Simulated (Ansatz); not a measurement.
Results of HSE06 in Ansatz (PAW) for rock-salt NaBr.

Settings: plane-wave cutoff 460 eV, 8×8×8 k mesh, Fermi–Dirac smearing 0.01 eV, scalar-relativistic PAW data made under PBE.

Energies at three volumes about the minimum:

```csv
V (Å³/atom),E − E_lowest (meV/atom)
26.162,1.32
26.854,0.00
27.526,0.92
```

### Question
Fit a parabola by hand: where is the minimum, what lattice constant follows, and what is the bulk modulus?

### Answer
Slopes: (0.00 − 1.32)/(26.854 − 26.162) = -1.908 and (0.92 − 0.00)/(27.526 − 26.854) = 1.369 meV/Å³. Curvature E″ = 2 × (1.369 − (-1.908))/(27.526 − 26.162) = 4.805 meV/Å⁶. From the middle of the first interval, the slope vanishes at V0 = 26.5080 − (-1.908)/4.805 = 26.905 Å³/atom. B = V0 E″ = 26.905 × 4.805 meV/Å³ × 0.1602 GPa per meV/Å³ = 20.7 GPa. With 8 atoms in the cube, a = (8 × 26.905)^(1/3) = 5.993 Å. The full Birch–Murnaghan fit to all volumes gives V0 = 26.889 Å³/atom and B0 = 20.4 GPa.

Measured, for comparison: bulk modulus 22.6 GPa (4 K, no zero-point or thermal correction; as tabulated in Doll and Stoll (1998), arXiv:cond-mat/9801031); lattice constant a 5.926 Å (low temperature, no zero-point or thermal correction; as tabulated in Doll and Stoll (1998), arXiv:cond-mat/9801031). Computed less measured: bulk modulus -10 %.

Ansatz is an electronic-structure program.
